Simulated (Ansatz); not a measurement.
# NbP: the crystal squeezed far, part 2 of 2

How does NbP (CsCl type) answer strong compression, and how long do frozen cores keep up with all electrons? The runs shown use LAPW, crystal datasets and norm-conserving. Companion runs by PAW are cited. Its runs: the reference run (LAPW); volume scaled by 1 (crystal datasets and norm-conserving); volume scaled by 0.95 (LAPW and norm-conserving); volume scaled by 0.85 (LAPW); volume scaled by 0.75 (LAPW); volume scaled by 0.65 (LAPW); volume scaled by 0.55 (LAPW and crystal datasets); volume scaled by 0.45 (LAPW and crystal datasets); volume scaled by 0.4 (LAPW, crystal datasets and norm-conserving).

Ansatz 0.2.0; DFT PBE; a cell built from a prototype (CsCl type), not taken from measurement. «Crystal datasets» are all-electron PAW datasets made for this crystal.

## Step 10: Volume scaled by 0.55, LAPW

File input.yaml:

```yaml
crystal:
  lattice:
    - [2.5481163934, 0.0, 0.0]
    - [0.0, 2.5481163934, 0.0]
    - [0.0, 0.0, 2.5481163934]
  atoms:
    - { symbol: Nb, position: [0.0, 0.0, 0.0] }
    - { symbol: P, position: [0.5, 0.5, 0.5] }
kpoints:
  mp_grid: { grid: [13, 13, 13] }
scf:
  occupations: { method: fermi_dirac, width: 0.1 }
hamiltonian:
  xc: pbe
  pseudopotentials: { kind: all_electron, lapw: { basis_error: 0.001 } }
output:
  forces: true
  stress: true
  eigenvalues: true
  populations: true
```

Run with:

```
ansatz run input.yaml --threads 1 --pin off --max-ram 2048MiB --backend cpu --events-out ev --progress --plain --runs-dir out
```

What it wrote, cut to the lines that bear on the results:

```text
Nb: projections on atomic orbitals take those of the free atom 1s2 2s2 2p6 3s2 3p6 3d10 4s2 4p6 4d4 5s1, of charge +0.00 (hamiltonian.pseudopotentials.projection_atoms)
P: projections on atomic orbitals take those of the free atom 1s2 2s2 2p6 3s2 3p3, of charge +0.00 (hamiltonian.pseudopotentials.projection_atoms)
[...]
  atom   2  P      0.00000000    -0.00000000    -0.00000000
[...]
--- Stress (GPa, compression-positive) ---
      384.263723       0.000000       0.000000
        0.000000     384.263723       0.000000
        0.000000       0.000000     384.263723
  P = ⅓ Tr σ = 384.2637 GPa (3842.637 kbar)
--- Band table (eV; the first three rows and the last of 84) ---
[...]
--- Löwdin populations: 2 sites ---
  site symbol       q [e]
     0     Nb     41.5168
     1      P     14.3102
  spilling = 0.003090 (of n_electrons = 56.000000)
```

Run time: 25 s. Hardware: 1 thread of Arm Neoverse N1, shared host; peak memory 0.38 GiB.

In short: pressure 384.26 GPa; no gap.

## Step 11: Volume scaled by 0.55, crystal datasets

input.yaml, as its differences from that of step 10:

```diff
@@ -14,3 +14,3 @@
   xc: pbe
-  pseudopotentials: { kind: all_electron, lapw: { basis_error: 0.001 } }
+  pseudopotentials: { kind: all_electron, datasets: crystal }
 output:
@@ -19,2 +19 @@
   eigenvalues: true
-  populations: true
```

Run with:

```
ansatz run input.yaml --threads 1 --pin off --max-ram 2048MiB --backend cpu --events-out ev --progress --plain --runs-dir out
```

What it wrote, cut to the lines that bear on the results:

```text
[...]
band count auto-derived: 15 (N_el = 18.0; filled up to band 9; 13 by the electrons, moments and atoms)
[...]
[... 1 set-up line as earlier in the session ...]
Pseudopotential: Nb, paw, valence charge 13, recommended cutoff 380 eV (normal), Koelling and Harmon's equation, gaussian nucleus
Pseudopotential: P, paw, valence charge 13, recommended cutoff 380 eV (normal), Koelling and Harmon's equation, gaussian nucleus
[... 1 set-up line as earlier in the session ...]
[...]
--- Stress (GPa, compression-positive) ---
      384.274132       0.000000       0.000000
        0.000000     384.274132       0.000000
        0.000000       0.000000     384.274132
  P = ⅓ Tr σ = 384.2741 GPa (3842.741 kbar)
  It holds what live shells' own plane waves past their cutoff add
--- Band table (eV; the first three rows and the last of 84) ---
  k-point 0: bands = ["-19.8385", "5.0510", "5.0510", "5.0510", "18.0077", "27.5262", "27.5262", "37.1062", "37.1062", "37.1062", "38.3786", "38.3786", "38.3786"]
[...]
```

Run time: 14 s. Hardware: 1 thread of Arm Neoverse N1, shared host; peak memory 0.47 GiB.

In short: pressure 384.27 GPa; no gap.

## Step 12: Volume scaled by 0.45, LAPW

File input.yaml:

```yaml
crystal:
  lattice:
    - [2.383247814, 0.0, 0.0]
    - [0.0, 2.383247814, 0.0]
    - [0.0, 0.0, 2.383247814]
  atoms:
    - { symbol: Nb, position: [0.0, 0.0, 0.0] }
    - { symbol: P, position: [0.5, 0.5, 0.5] }
kpoints:
  mp_grid: { grid: [13, 13, 13] }
scf:
  occupations: { method: fermi_dirac, width: 0.1 }
hamiltonian:
  xc: pbe
  pseudopotentials: { kind: all_electron, lapw: { basis_error: 0.001 } }
output:
  forces: true
  stress: true
  eigenvalues: true
  populations: true
```

Run with:

```
ansatz run input.yaml --threads 1 --pin off --max-ram 2048MiB --backend cpu --events-out ev --progress --plain --runs-dir out
```

What it wrote, cut to the lines that bear on the results:

```text
Nb: projections on atomic orbitals take those of the free atom 1s2 2s2 2p6 3s2 3p6 3d10 4s2 4p6 4d4 5s1, of charge +0.00 (hamiltonian.pseudopotentials.projection_atoms)
P: projections on atomic orbitals take those of the free atom 1s2 2s2 2p6 3s2 3p3, of charge +0.00 (hamiltonian.pseudopotentials.projection_atoms)
[...]
  atom   2  P      0.00000000    -0.00000000    -0.00000000
[...]
--- Stress (GPa, compression-positive) ---
      745.211086       0.000000      -0.000000
        0.000000     745.211086       0.000000
       -0.000000       0.000000     745.211086
  P = ⅓ Tr σ = 745.2111 GPa (7452.111 kbar)
--- Band table (eV; the first three rows and the last of 84) ---
[...]
--- Löwdin populations: 2 sites ---
  site symbol       q [e]
     0     Nb     41.8271
     1      P     13.9370
  spilling = 0.004213 (of n_electrons = 56.000000)
```

Wall time 26 s (1 thread of Arm Neoverse N1, shared host); peak memory 0.38 GiB.

In short: pressure 745.21 GPa; no gap.

## Step 13: Volume scaled by 0.45, crystal datasets

input.yaml, as its differences from that of step 12:

```diff
@@ -14,3 +14,3 @@
   xc: pbe
-  pseudopotentials: { kind: all_electron, lapw: { basis_error: 0.001 } }
+  pseudopotentials: { kind: all_electron, datasets: crystal }
 output:
@@ -19,2 +19 @@
   eigenvalues: true
-  populations: true
```

Run with:

```
ansatz run input.yaml --threads 1 --pin off --max-ram 2048MiB --backend cpu --events-out ev --progress --plain --runs-dir out
```

What it wrote, cut to the lines that bear on the results:

```text
[...]
band count auto-derived: 15 (N_el = 18.0; filled up to band 9; 13 by the electrons, moments and atoms)
[...]
[... 1 set-up line as earlier in the session ...]
Pseudopotential: Nb, paw, valence charge 13, recommended cutoff 440 eV (normal), Koelling and Harmon's equation, gaussian nucleus
Pseudopotential: P, paw, valence charge 13, recommended cutoff 440 eV (normal), Koelling and Harmon's equation, gaussian nucleus
[... 1 set-up line as earlier in the session ...]
[...]
--- Stress (GPa, compression-positive) ---
      745.225176      -0.000000       0.000000
        0.000000     745.225176       0.000000
        0.000000       0.000000     745.225176
  P = ⅓ Tr σ = 745.2252 GPa (7452.252 kbar)
  It holds what live shells' own plane waves past their cutoff add
--- Band table (eV; the first three rows and the last of 84) ---
  k-point 0: bands = ["-13.2360", "12.6177", "12.6177", "12.6177", "25.2019", "32.8693", "32.8693", "46.1769", "46.1769", "46.1769", "46.3995", "46.3995", "46.3995"]
[...]
```

Wall time 13 s (1 thread of Arm Neoverse N1, shared host); peak memory 0.47 GiB.

Result: pressure 745.23 GPa; no gap.

## Step 14: Volume scaled by 0.4, LAPW

File input.yaml:

```yaml
crystal:
  lattice:
    - [2.2914920904, 0.0, 0.0]
    - [0.0, 2.2914920904, 0.0]
    - [0.0, 0.0, 2.2914920904]
  atoms:
    - { symbol: Nb, position: [0.0, 0.0, 0.0] }
    - { symbol: P, position: [0.5, 0.5, 0.5] }
kpoints:
  mp_grid: { grid: [13, 13, 13] }
  band_path:
    path:
      - [0.0, 0.0, 0.0]
      - [0.0, 0.5, 0.0]
      - [0.5, 0.5, 0.0]
      - [0.0, 0.0, 0.0]
      - [0.5, 0.5, 0.5]
      - [0.0, 0.5, 0.0]
      - [0.5, 0.5, 0.5]
      - [0.5, 0.5, 0.0]
    npoints: 8
scf:
  occupations: { method: fermi_dirac, width: 0.1 }
hamiltonian:
  xc: pbe
  pseudopotentials: { kind: all_electron, lapw: { basis_error: 0.001 } }
output:
  forces: true
  stress: true
  eigenvalues: true
  populations: true
  dos: { projected: true, de: 0.2, e_range: [-14, 8] }
```

Run with:

```
ansatz run input.yaml --threads 1 --pin off --max-ram 2048MiB --backend cpu --events-out ev --progress --plain --runs-dir out
```

What it wrote, cut to the lines that bear on the results:

```text
Nb: projections on atomic orbitals take those of the free atom 1s2 2s2 2p6 3s2 3p6 3d10 4s2 4p6 4d4 5s1, of charge +0.00 (hamiltonian.pseudopotentials.projection_atoms)
P: projections on atomic orbitals take those of the free atom 1s2 2s2 2p6 3s2 3p3, of charge +0.00 (hamiltonian.pseudopotentials.projection_atoms)
[...]
  atom   2  P      0.00000000    -0.00000000    -0.00000000
[...]
--- Stress (GPa, compression-positive) ---
     1061.894951       0.000000       0.000000
        0.000000    1061.894951       0.000000
        0.000000       0.000000    1061.894951
  P = ⅓ Tr σ = 1061.8950 GPa (10618.950 kbar)
--- Band table (eV; the first three rows and the last of 84) ---
[...]
--- Löwdin populations: 2 sites ---
  site symbol       q [e]
     0     Nb     41.9928
     1      P     13.7186
  spilling = 0.005153 (of n_electrons = 56.000000)
```

It took 30 s on 1 thread of Arm Neoverse N1, shared host; peak memory 0.39 GiB.

This run gives: pressure 1061.89 GPa; no gap.

At the corners of the path (eV, zero at the Fermi level):

```csv
point,band 19,band 20,band 21,band 22,band 23,band 24,band 25
Γ,-11.41,-11.41,3.89,3.89,3.89,4.66,4.66
X,-8.43,-7.42,-5.89,-5.89,-0.52,6.66,11.40
M,-5.92,-3.42,-3.42,-3.20,-3.20,4.80,11.36
Γ,-11.41,-11.41,3.89,3.89,3.89,4.66,4.66
R,-15.93,-15.93,-6.84,12.60,12.60,12.60,12.89
X,-8.43,-7.42,-5.89,-5.89,-0.52,6.66,11.40
R,-15.93,-15.93,-6.84,12.60,12.60,12.60,12.89
M,-5.92,-3.42,-3.42,-3.20,-3.20,4.80,11.36
```

States per cell, counted by energy window (eV from the Fermi level, on a grid of 0.20 eV):

```csv
from,to,total,Nb 4d,P 3p,Nb 4p
-10,-9,1.07,0.59,0.26,0.07
-9,-8,0.62,0.32,0.17,0.06
-8,-7,0.69,0.38,0.16,0.07
-7,-6,0.32,0.18,0.08,0.03
-6,-5,0.35,0.22,0.08,0.02
-5,-4,0.63,0.40,0.14,0.03
-4,-3,0.94,0.59,0.20,0.05
-3,-2,0.73,0.37,0.22,0.04
-2,-1,0.73,0.38,0.21,0.04
-1,0,0.68,0.43,0.14,0.04
0,1,0.73,0.42,0.17,0.04
1,2,0.60,0.30,0.16,0.03
2,3,0.39,0.22,0.07,0.02
3,4,0.24,0.12,0.06,0.01
4,5,0.63,0.23,0.17,0.02
```

## Step 15: Volume scaled by 0.4, crystal datasets

File input.yaml:

```yaml
crystal:
  lattice:
    - [2.2914920904, 0.0, 0.0]
    - [0.0, 2.2914920904, 0.0]
    - [0.0, 0.0, 2.2914920904]
  atoms:
    - { symbol: Nb, position: [0.0, 0.0, 0.0] }
    - { symbol: P, position: [0.5, 0.5, 0.5] }
kpoints:
  mp_grid: { grid: [13, 13, 13] }
scf:
  occupations: { method: fermi_dirac, width: 0.1 }
hamiltonian:
  xc: pbe
  pseudopotentials: { kind: all_electron, datasets: crystal }
output:
  forces: true
  stress: true
  eigenvalues: true
```

Run with:

```
ansatz run input.yaml --threads 1 --pin off --max-ram 2048MiB --backend cpu --events-out ev --progress --plain --runs-dir out
```

What it wrote, cut to the lines that bear on the results:

```text
[...]
band count auto-derived: 15 (N_el = 18.0; filled up to band 9; 13 by the electrons, moments and atoms)
[...]
[... 1 set-up line as earlier in the session ...]
Pseudopotential: Nb, paw, valence charge 13, recommended cutoff 480 eV (normal), Koelling and Harmon's equation, gaussian nucleus
Pseudopotential: P, paw, valence charge 13, recommended cutoff 480 eV (normal), Koelling and Harmon's equation, gaussian nucleus
[... 1 set-up line as earlier in the session ...]
[...]
--- Stress (GPa, compression-positive) ---
     1061.906306       0.000000       0.000000
        0.000000    1061.906306       0.000000
        0.000000       0.000000    1061.906306
  P = ⅓ Tr σ = 1061.9063 GPa (10619.063 kbar)
  It holds what live shells' own plane waves past their cutoff add
--- Band table (eV; the first three rows and the last of 84) ---
  k-point 0: bands = ["-9.2751", "17.4652", "17.4652", "17.4652", "30.4671", "36.3596", "36.3596", "51.6613", "51.6613", "51.6613", "52.4304", "52.4304", "52.4304"]
[...]
```

It took 13 s on 1 thread of Arm Neoverse N1, shared host; peak memory 0.49 GiB.

Result: pressure 1061.91 GPa; no gap.

## Step 16: Volume scaled by 0.4, norm-conserving

input.yaml, as its differences from that of step 15:

```diff
@@ -14,3 +14,3 @@
   xc: pbe
-  pseudopotentials: { kind: all_electron, datasets: crystal }
+  pseudopotentials: { kind: nc }
 output:
```

Run with:

```
ansatz run input.yaml --threads 1 --pin off --max-ram 2048MiB --backend cpu --events-out ev --progress --plain --runs-dir out
```

What it wrote, cut to the lines that bear on the results:

```text
[...]
[... 4 set-up lines as earlier in the session ...]
[...]
Crystal: 2 atoms, lattice volume = 12.032 Å³
[...]
  atom   2  P     -0.00000000     0.00000000    -0.00000000
[...]
--- Stress (GPa, compression-positive) ---
     1056.562284       0.000000       0.000000
        0.000000    1056.562284       0.000000
        0.000000       0.000000    1056.562284
  P = ⅓ Tr σ = 1056.5623 GPa (10565.623 kbar)
--- Band table (eV; the first three rows and the last of 84) ---
  k-point 0: bands = ["-13.8837", "12.8462", "12.8462", "12.8462", "25.8292", "31.7776", "31.7776", "47.0491", "47.0491", "47.0491", "47.7351", "47.7351", "47.7351"]
[...]
```

Wall time 5.9 s (1 thread of Arm Neoverse N1, shared host); peak memory 0.26 GiB.

Read from it: pressure 1056.56 GPa; no gap.

## Step 17: The series in one table

Rows by PAW come from runs of the same series that aren't printed here.

```
          method  volume over the first  volume (Å³/atom)  pressure (GPa)  SCF cycles, all passes
            LAPW                      1            15.041            0.03                       7
            LAPW                   0.95            14.289           10.96                       7
            LAPW                   0.85            12.785           43.85                       7
            LAPW                   0.75            11.280          100.59                       7
            LAPW                   0.65             9.776          201.35                       7
            LAPW                   0.55             8.272          384.26                       7
            LAPW                   0.45             6.768          745.21                       7
            LAPW                    0.4             6.016         1061.89                       6
             PAW                      1            15.041            0.01                       6
             PAW                   0.95            14.289           10.94                       6
             PAW                   0.85            12.785           43.83                       6
             PAW                   0.75            11.280          100.58                       6
             PAW                   0.65             9.776          201.36                       6
             PAW                   0.55             8.272          384.16                       6
             PAW                   0.45             6.768          744.79                       8
             PAW                    0.4             6.016         1060.87                       8
PAW (core large)                    0.4             6.016         1060.87                       8
crystal datasets                      1            15.041            0.03                       9
crystal datasets                   0.55             8.272          384.27                      10
crystal datasets                   0.45             6.768          745.23                       8
crystal datasets                    0.4             6.016         1061.91                       7
 norm-conserving                      1            15.041            0.03                       7
 norm-conserving                   0.95            14.289           10.95                       7
 norm-conserving                    0.4             6.016         1056.56                       6
```

## Step 18: Results

This closing draws on all 2 parts.

```
                                      quantity       value
            LAPW pressure at 0.4 of the volume  1061.9 GPa
             PAW pressure at 0.4 of the volume  1060.9 GPa
PAW (core large) pressure at 0.4 of the volume  1060.9 GPa
crystal datasets pressure at 0.4 of the volume  1061.9 GPa
 norm-conserving pressure at 0.4 of the volume  1056.6 GPa
   fitted bulk modulus at zero pressure (LAPW)     204 GPa
                       its pressure derivative        3.85
```

By LAPW the pressure climbs to 1062 GPa at 0.4 of the first volume. A third-order Birch-Murnaghan curve fits the range only roughly (B₀ = 204 GPa, B′ = 3.85, misfit at most 5.49 GPa). A fit over so wide a range leans to the high pressures, so B₀ can be off by several per cent. Where LAPW's pressure is over 3 GPa, PAW's departs from it by at most 0.2 %, at 0.95 of the volume. The ions are at rest, and the electrons smeared by 0.1 eV.
